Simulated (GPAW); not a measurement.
# Ballistic transport through a Bi chain with a Sn atom on top of one atom, cheap and dear, part 2 of 2

How well does a Bi chain with a Sn atom on top of one atom conduct at low bias, and how far do basis and functional move the answer?

GPAW 26.7.0; GPAW LCAO, PAW setups; Landauer transmission from Green's functions with principal layers (ASE), zero bias.

So far, transmission at the Fermi level (one spin): step 2 (GPAW, dzp) 2.64; step 3 (basis szp(dzp)) 2.63; step 4 (basis sz(dzp)) 2.59. Also open channels of the lead at the Fermi level (one spin): 3 in steps 2, 3 and 4.

## (5) RPBE in the dzp basis: xc = "RPBE"

Back in the dzp basis, the functional changes from PBE to RPBE, to set the spread between functionals beside that between bases.

run.py reads:

```python
import json
import numpy as np
from ase import Atoms
from ase.transport.calculators import TransportCalculator
from gpaw import GPAW, FermiDirac
from gpaw.lcao.tools import get_lcao_hamiltonian
from scipy.linalg import eigh

# The junction with lead layers at both ends, along the third cell vector
device = Atoms(
    ['Bi', 'Bi', 'Bi', 'Bi', 'Bi', 'Sn', 'Bi', 'Bi', 'Bi', 'Bi'],
    positions=[
        [4.50000, 4.50000, 1.45000],
        [4.50000, 4.50000, 4.35000],
        [4.50000, 4.50000, 7.25000],
        [4.50000, 4.50000, 10.15000],
        [4.50000, 4.50000, 13.05000],
        [7.21960, 4.50000, 13.05000],
        [4.50000, 4.50000, 15.95000],
        [4.50000, 4.50000, 18.85000],
        [4.50000, 4.50000, 21.75000],
        [4.50000, 4.50000, 24.65000]],
    cell=[[9.0, 0.0, 0.0], [0.0, 9.0, 0.0], [0.0, 0.0, 26.1]],
    pbc=True)

# One principal layer of the lead: the first 2 atoms of the device
lead = Atoms(
    ['Bi', 'Bi'],
    positions=[
        [4.50000, 4.50000, 1.45000],
        [4.50000, 4.50000, 4.35000]],
    cell=[[9.0, 0.0, 0.0], [0.0, 9.0, 0.0], [0.0, 0.0, 5.8]],
    pbc=True)

settings = dict(mode='lcao', basis='dzp', xc='RPBE', h=0.2,
                occupations=FermiDirac(0.1), maxiter=250,
                mixer=dict(beta=0.1, nmaxold=8, weight=100.0),
                convergence=dict(density=0.0001))
energies = np.arange(-3, 3 + 1e-9, 0.075)
eta = 0.0001
n1, n2 = 1, 1
# k and -k transmit alike, so half of the mesh across the current serves
mesh = [(i, j) for i in range(n1) for j in range(n2) if (i, j) <= (-i % n1, -j % n2)]
weights = np.array([1 if (i, j) == (-i % n1, -j % n2) else 2 for i, j in mesh]) / (n1 * n2)

# [... helper functions left out ...]
fermi_lead = ground_state(lead, (1, 1, 19), 'lead.txt')
fermi_device = ground_state(device, (1, 1, 3), 'device.txt')
# [... loop over the mesh left out, but for ...]
        # Shift the lead onto the potential of the device's first layer
        shift = ((H[:, 0, 0] - H0[:, 0, 0]) / S0[0, 0]).real.mean()
# [...]
kT = 8.617333e-5 * 77
bias = [0.1, 0.2, 0.5, 1.0, 1.5, 2.0]
# [... integrals and printing left out ...]
```

Launch:

```sh
OMP_NUM_THREADS=1 OPENBLAS_NUM_THREADS=1 python run.py
```

Log:

```text
basis functions: device 230, principal layer 46
Fermi level: lead -2.7442 eV, device -2.4802 eV; lead shifted by -0.0135 eV
largest coupling past the next layer 5.82e-06 eV, largest misfit of the first layer 0.013 eV
  E-E_F (eV)   T (one spin)  channels
    -3.000    9.5910e-01    1.0000
    -2.925    9.6340e-01    1.0000
    -2.850    9.6693e-01    1.0000
[...]
2.925    9.9909e-01    1.0000
     3.000    9.9916e-01    1.0000
conductance at 77 K: 2.6362 G0 a cell; thermopower 0.3234 uV/K
current from the zero-bias T(E) at 0.1 V: 20.418 uA
current from the zero-bias T(E) at 0.2 V: 40.807 uA
current from the zero-bias T(E) at 0.5 V: 101.49 uA
current from the zero-bias T(E) at 1.0 V: 199.14 uA
current from the zero-bias T(E) at 1.5 V: 290.31 uA
current from the zero-bias T(E) at 2.0 V: 380.55 uA
```

Run time: 50 s. Hardware: 1 thread of Arm Neoverse N1, shared host; peak memory 0.92 GiB.

This step gave:

```yaml
conductance: 2.636 G₀
largest_coupling_past_the_next_principal_layer: 5.82e-6 eV
largest_misfit_of_the_first_principal_layer: 0.01288 eV
shift_that_aligns_the_lead: -0.01353 eV
basis_functions_of_the_junction: 230
basis_functions_of_a_principal_layer: 46
transmission_at_the_fermi_level_one_spin: 2.637
```

One spin. The transmission, zone mean by energy, zero at the Fermi level:

```
energy (eV)  transmission, zone mean
    -3.0000                    0.959
    -2.7750                    0.970
    -2.4750                    0.978
    -2.2500                    0.982
    -2.0250                    0.986
    -1.7250                    0.949
    -1.5000                    0.963
    -1.2750                     2.30
    -0.9750                     2.65
    -0.7500                     2.71
    -0.5250                     2.73
    -0.4500                     2.73
    -0.2250                     2.71
     0.0000                     2.64
     0.2250                     2.49
     0.5250                     2.11
     0.7500                     1.88
     0.9750                     2.12
     1.2750                     2.42
     1.5000                     2.31
     1.7250                     2.03
     2.0250                    0.995
     2.2500                    0.997
     2.4750                    0.998
     2.7750                    0.999
     3.0000                    0.999
```

The conductance, 2.64 G₀, lies 0.3 % below that of the dzp run.

## (6) All levels side by side

Times are for 1 thread of Arm Neoverse N1, shared host. The runs compared:

```
no.       run  conductance (G₀)  time  memory (GiB)
  1       dzp             2.643  50 s          0.91
  2       szp             2.633  44 s           0.9
  3        sz             2.593  31 s          0.85
  4  dzp RPBE             2.636  50 s          0.92
```

## (7) Comparison

The curves are compared point by point over the common energies.

This step: comparison of transmission and cost over codes and levels (GPAW 26.7.0).

Ladder, by row:

```
    step  code  T at the Fermi level (sum over the listed spins)  conductance (G0)  r.m.s. T(E) from the first  wall time (s)  peak memory (GiB)  threads
     dzp  GPAW                                             2.644             2.643                           0          49.66               0.91        1
     szp  GPAW                                             2.634             2.633                     0.04339          43.88                0.9        1
      sz  GPAW                                             2.594             2.593                     0.08365          30.94               0.85        1
dzp-RPBE  GPAW                                             2.637             2.636                     0.01144          49.87               0.92        1
```

Transmission, zone mean, sum over the listed spins against energy, zero at the Fermi level:

```
energy (eV)    dzp    szp     sz  dzp-RPBE
      -3.00  0.959  0.949  0.950     0.959
      -2.77  0.970  0.963  0.963     0.970
      -2.55  0.976  0.972  0.970     0.976
      -2.25  0.982  0.979  0.977     0.982
      -2.02  0.985  0.985  0.982     0.986
      -1.80  0.969  0.892  0.890     0.869
      -1.57  0.967  0.962  0.952     0.967
      -1.35   2.01   2.00   2.22      2.01
      -1.05   2.61   2.57   2.60      2.61
      -0.82   2.70   2.69   2.68      2.69
      -0.60   2.73   2.72   2.70      2.72
      -0.45   2.73   2.72   2.69      2.73
      -0.38   2.73   2.71   2.69      2.72
      -0.15   2.70   2.68   2.65      2.69
       0.00   2.64   2.63   2.59      2.64
       0.15   2.56   2.55   2.50      2.55
       0.38   2.33   2.32   2.28      2.33
       0.60   2.00   2.00   1.97      2.00
       0.82   1.91   1.88   1.88      1.90
       1.05   2.24   2.19   2.18      2.24
       1.27   2.42   2.38   2.38      2.42
       1.35   2.41   2.38   2.39      2.41
       1.57   2.23   2.22   2.25      2.23
       1.80  0.983  0.975  0.969     0.983
       2.02  0.994  0.993  0.992     0.995
       2.25  0.997  0.997  0.996     0.997
       2.55  0.998  0.998  0.998     0.998
       2.77  0.999  0.999  0.999     0.999
       3.00  0.999  0.999  0.999     0.999
```

## (8) Basis sz(dzp), smearing 0.01, density threshold 0.001

A smaller basis is cheaper in every inversion. Smearing helps the SCF of a metal converge, but it blurs occupations at band edges near the Fermi level. The Hamiltonian is taken from the last density. The density threshold is one of the tests that end the cycle; the energy must settle too, so a loose value may not be the test that decides.

This step: GPAW LCAO, PAW setups; Landauer transmission from Green's functions with principal layers (ASE), zero bias (GPAW 26.7.0).

run.py: that of step 5 with these lines changed.

```diff
@@ -34,6 +34,6 @@
 
-settings = dict(mode='lcao', basis='dzp', xc='RPBE', h=0.2,
-                occupations=FermiDirac(0.1), maxiter=250,
+settings = dict(mode='lcao', basis='sz(dzp)', xc='PBE', h=0.2,
+                occupations=FermiDirac(0.01), maxiter=250,
                 mixer=dict(beta=0.1, nmaxold=8, weight=100.0),
-                convergence=dict(density=0.0001))
+                convergence=dict(density=0.001))
 energies = np.arange(-3, 3 + 1e-9, 0.075)
```

Log:

```text
basis functions: device 90, principal layer 18
Fermi level: lead -2.7794 eV, device -2.4822 eV; lead shifted by -0.0008 eV
largest coupling past the next layer 5.43e-06 eV, largest misfit of the first layer 0.046 eV
  E-E_F (eV)   T (one spin)  channels
    -3.000    9.5041e-01    1.0000
    -2.925    9.5532e-01    1.0000
    -2.850    9.5944e-01    1.0000
    -2.775    9.6294e-01    1.0000
    -2.700    9.6591e-01    1.0000
    -2.625    9.6845e-01    1.0000
    -2.550    9.7064e-01    1.0000
    -2.475    9.7254e-01    1.0000
    -2.400    9.7422e-01    1.0000
    -2.325    9.7574e-01    1.0000
    -2.250    9.7717e-01    1.0000
    -2.175    9.7862e-01    1.0000
    -2.100    9.8027e-01    1.0000
    -2.025    9.8253e-01    1.0000
    -1.950    9.8642e-01    1.0000
    -1.875    9.9533e-01    1.0000
[...]
2.475    9.9808e-01    1.0000
     2.550    9.9841e-01    1.0000
     2.625    9.9866e-01    1.0000
     2.700    9.9885e-01    1.0000
     2.775    9.9901e-01    1.0000
     2.850    9.9913e-01    1.0000
     2.925    9.9923e-01    1.0000
     3.000    9.9931e-01    1.0000
conductance at 77 K: 2.5811 G0 a cell; thermopower 0.4222 uV/K
current from the zero-bias T(E) at 0.1 V: 19.988 uA
current from the zero-bias T(E) at 0.2 V: 39.937 uA
current from the zero-bias T(E) at 0.5 V: 99.156 uA
current from the zero-bias T(E) at 1.0 V: 194.04 uA
current from the zero-bias T(E) at 1.5 V: 284.08 uA
current from the zero-bias T(E) at 2.0 V: 375.2 uA
```

Elapsed: 26 s, on 1 thread; peak memory 0.85 GiB.

This step gave:

| Quantity | Value |
| --- | --- |
| conductance | 2.581 G₀ |
| largest coupling past the next principal layer | 5.43e-6 eV |
| largest misfit of the first principal layer | 0.04570 eV |
| shift that aligns the lead | -8.05e-4 eV |
| basis functions of the junction | 90 |
| basis functions of a principal layer | 18 |
| transmission at the Fermi level (one spin) | 2.582 |

One spin. Transmission, zone mean against energy, zero at the Fermi level:

```
energy (eV)  transmission, zone mean
      -3.00                    0.950
      -2.85                    0.959
      -2.70                    0.966
      -2.55                    0.971
      -2.33                    0.976
      -2.17                    0.979
      -2.02                    0.983
      -1.88                    0.995
      -1.73                    0.935
      -1.57                    0.948
      -1.35                     2.26
      -1.20                     2.46
      -1.05                     2.62
      -0.90                     2.71
      -0.75                     2.73
      -0.60                     2.73
      -0.38                     2.70
      -0.23                     2.67
      -0.07                     2.62
       0.00                     2.58
       0.07                     2.53
       0.23                     2.39
       0.38                     2.20
       0.60                     1.92
       0.75                     1.87
       0.90                     2.02
       1.05                     2.25
       1.20                     2.37
       1.27                     2.38
       1.35                     2.36
       1.57                     2.21
       1.73                     1.52
       1.88                    0.984
       2.02                    0.992
       2.17                    0.995
       2.33                    0.997
       2.55                    0.998
       2.70                    0.999
       2.85                    0.999
       3.00                    0.999
```

Crossings of the lead's bands, unfolded to its shortest repeat. The open channels, zone mean by energy, zero at the Fermi level:

energy (eV), open channels, zone mean and a bar from the least value:
```
    -3.00       1.00 
    -2.85       1.00 
    -2.70       1.00 
    -2.55       1.00 
    -2.33       1.00 
    -2.17       1.00 
    -2.02       1.00 
    -1.88       1.00 
    -1.73       1.00 
    -1.57       1.00 
    -1.35       3.00 ##############################
    -1.20       3.00 ##############################
    -1.05       3.00 ##############################
    -0.90       3.00 ##############################
    -0.75       3.00 ##############################
    -0.60       3.00 ##############################
    -0.38       3.00 ##############################
    -0.23       3.00 ##############################
    -0.07       3.00 ##############################
     0.00       3.00 ##############################
     0.07       3.00 ##############################
     0.23       3.00 ##############################
     0.38       3.00 ##############################
     0.60       3.00 ##############################
     0.75       3.00 ##############################
     0.90       3.00 ##############################
     1.05       3.00 ##############################
     1.20       3.00 ##############################
     1.35       3.00 ##############################
     1.57       3.00 ##############################
     1.73       3.00 ##############################
     1.88       1.00 
     2.02       1.00 
     2.17       1.00 
     2.33       1.00 
     2.55       1.00 
     2.70       1.00 
     2.85       1.00 
     3.00       1.00
```

Not self-consistent under bias; the bias window is split evenly. Current through one cell, from the zero-bias transmission against bias:

```
bias (V)  current through one cell, from the zero-bias transmission (μA)
   0.100                                                            20.0
   0.200                                                            39.9
   0.500                                                            99.2
   1.000                                                             194
   1.500                                                             284
   2.000                                                             375
```

The transmission of the three most open eigenchannels by energy, zero at the Fermi level:

```
energy (eV)  channel 1  channel 2  channel 3
      -3.00      0.950          0          0
      -2.77      0.963          0          0
      -2.55      0.971          0          0
      -2.40      0.974          0          0
      -2.17      0.979          0          0
      -1.95      0.986          0          0
      -1.73      0.935    2.8e-11    2.6e-11
      -1.57      0.948     5.1e-9     4.4e-9
      -1.35      0.957      0.813      0.493
      -1.12      0.958      0.932      0.655
      -0.90      0.969      0.960      0.776
      -0.75      0.978      0.963      0.792
      -0.53      0.983      0.966      0.770
      -0.30      0.985      0.966      0.734
      -0.07      0.984      0.963      0.672
       0.00      0.983      0.962      0.637
       0.07      0.982      0.959      0.591
       0.30      0.978      0.947      0.378
       0.53      0.975      0.923      0.105
       0.75      0.975      0.877     0.0155
       0.90      0.976      0.832      0.211
       1.12      0.976      0.734      0.623
       1.35      0.973      0.807      0.581
       1.57      0.966      0.952      0.295
       1.73      0.959      0.512     0.0468
       1.95      0.989    2.3e-11    3.4e-12
       2.17      0.995          0          0
       2.40      0.998          0          0
       2.55      0.998          0          0
       2.77      0.999          0          0
       3.00      0.999          0          0
```

The conductance, 2.58 G₀, lies 2.3 % below that of the dzp run.

## (9) A second varied run

A last run, with other settings again.

run.py: that of step 8 with these lines changed.

```diff
@@ -31,9 +31,9 @@
         [4.50000, 4.50000, 4.35000]],
-    cell=[[9.0, 0.0, 0.0], [0.0, 9.0, 0.0], [0.0, 0.0, 5.8]],
+    cell=[[9.0, 0.0, 0.0], [0.0, 9.0, 0.0], [0.0, 0.0, 6.67]],
     pbc=True)
 
-settings = dict(mode='lcao', basis='sz(dzp)', xc='PBE', h=0.2,
-                occupations=FermiDirac(0.01), maxiter=250,
+settings = dict(mode='lcao', basis='dzp', xc='PBE', h=0.2,
+                occupations=FermiDirac(0.1), maxiter=75,
                 mixer=dict(beta=0.1, nmaxold=8, weight=100.0),
-                convergence=dict(density=0.001))
+                convergence=dict(density=0.0001))
 energies = np.arange(-3, 3 + 1e-9, 0.075)
```

Log:

```text
basis functions: device 230, principal layer 46
Fermi level: lead -2.9301 eV, device -2.5869 eV; lead shifted by -0.3458 eV
largest coupling past the next layer 3.17e-09 eV, largest misfit of the first layer 1.037 eV
  E-E_F (eV)   T (one spin)  [channel counts left out]
    -3.000    1.2092e-08
    -2.925    6.3141e-09
    -2.850    2.8716e-09
    -2.775   -8.6309e-10
    -2.700    2.9103e-03
    -2.625    6.4793e-03
    -2.550    8.6643e-03
    -2.475    1.0427e-02
    -2.400    1.2351e-02
    -2.325    1.4967e-02
    -2.250    1.9028e-02
    -2.175    2.6033e-02
    -2.100    3.9797e-02
    -2.025    7.3339e-02
    -1.950    2.0144e-01
    -1.875    9.8344e-01
[...]
2.475    1.6383e-01
     2.550    2.5726e-01
     2.625    4.4567e-01
     2.700    7.9315e-01
     2.775    9.8435e-01
     2.850    6.3616e-01
     2.925    3.3670e-01
     3.000    1.9147e-01
conductance at 77 K: 6.5423e-06 G0 a cell; thermopower -755.7 uV/K
current from the zero-bias T(E) at 0.1 V: 0.0041897 uA
current from the zero-bias T(E) at 0.2 V: 0.35376 uA
current from the zero-bias T(E) at 0.5 V: 12.085 uA
current from the zero-bias T(E) at 1.0 V: 41.648 uA
current from the zero-bias T(E) at 1.5 V: 48.982 uA
current from the zero-bias T(E) at 2.0 V: 52.463 uA
```

Wall time 50 s (1 thread); peak memory 0.92 GiB.

The run finished. A setting was moved off its sound value on purpose, so it serves as a test and not as the result.

The fault put into the input: a lead period that doesn't match its atoms (period = 6.67).

Side by side:

```
                                           quantity  this run  sound run  difference
                                   conductance (G₀)  6.542e-6     2.6432       -2.64
largest coupling past the next principal layer (eV)  3.170e-9   5.832e-6     -5.8e-6
   largest misfit of the first principal layer (eV)    1.0366   0.011602        1.03
                    shift that aligns the lead (eV)  -0.34576  -0.010316      -0.335
         transmission at the Fermi level (one spin)  1.224e-7     2.6437       -2.64
```

One result that differs is the transmission at the Fermi level (one spin), 1.2e-7 against 2.64.

## (10) Results

| Property | Result |
| --- | --- |
| conductance | 2.64 G₀ |
| transmission at the Fermi level, mean of the spins | 2.64 |
| thermopower | about 0 (under 1.5 μV/K) |
| open channels of the lead there | 3 |

In words: In the dzp basis the junction conducts 2.64 G₀ at 77 K, with T = 2.64 a spin at the Fermi level; the sz basis reaches that conductance within 10 %. The scatterer reflects about 12 % of the incoming channels at the Fermi level. At the Fermi level the three most open eigenchannels pass 0.98, 0.96 and 0.70. Measured against the first run (dzp), the nearest curve is that of dzp-RPBE (r.m.s. 0.011) and the farthest that of sz (0.084). Over the compared runs wall time goes from 31 s (sz) to 50 s (dzp-RPBE), on a shared host. The geometry was built from estimated bond lengths and not relaxed, so the numbers describe this model structure. The run had no spin polarisation, so a magnetic state, which chains and small molecules with open shells often have, wasn't tested. Spin-orbit coupling is left out, which matters for the heavy atoms here. An evenly spaced straight chain is an idealisation: free chains tend to dimerise, zigzag or, where a band edge lies near the Fermi level, turn magnetic. The currents use the zero-bias T(E) throughout, which holds only while the bias is small against the distance to the nearest feature. The energy step is wider than the thermal energy, so the conductance and thermopower rest on interpolation of T(E).

[Logs are printed without paths, hosts, clocks, repeated set-up lines and the standing remarks that a program may print on its own settings, such as how far it seeks lower states.]

[Hosts, paths, dates, database ids (printed as entryN), source tags and the programs' standing remarks are cut or masked in the printed files.]
